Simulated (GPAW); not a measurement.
The system is V.

```
CELL_PARAMETERS angstrom
2.60429 0.00000 0.00000
-1.30215 2.25538 0.00000
0.00000 0.00000 4.72334
ATOMIC_POSITIONS crystal
V 0.33333 0.66667 0.25000
V 0.66667 0.33333 0.75000
```

This isn't the form of V at room conditions, which is bcc.

Program: GPAW 26.7.0. Alike in all runs: spin collinear, ferromagnetic start; cell as given; smearing fermi-dirac 0.05 eV. Hardware: 1 thread of Arm Neoverse V1 (shared host).

Q: Order these runs on this cell by their wall time, lowest first.
A. task single point; level LDA; potentials or basis the program's PAW data sets (release 1.2.1) made for this functional, pw; k mesh 9 × 9 × 5; cutoff (eV) 450; maxiter 120; convergence default
B. task band structure; level PBEsol+U; potentials or basis PAW data sets generated in the run's folder for this functional, pw; U V d U = 2 eV; k mesh 9 × 9 × 4; cutoff (eV) 600; maxiter 150; band path GMKGALHA,LM,KH; band points 80
C. task band structure; level PBEsol+U; potentials or basis PAW data sets generated in the run's folder for this functional, pw; U V d U = 6 eV; k mesh 9 × 9 × 4; cutoff (eV) 600; maxiter 150; band path GMKGALHA,LM,KH; band points 80

A: A (39 s), B (110 s), C (470 s).

Caveats: the U is typed as a test and isn't derived for this compound (some runs).

Not every run made on this cell is shown here.
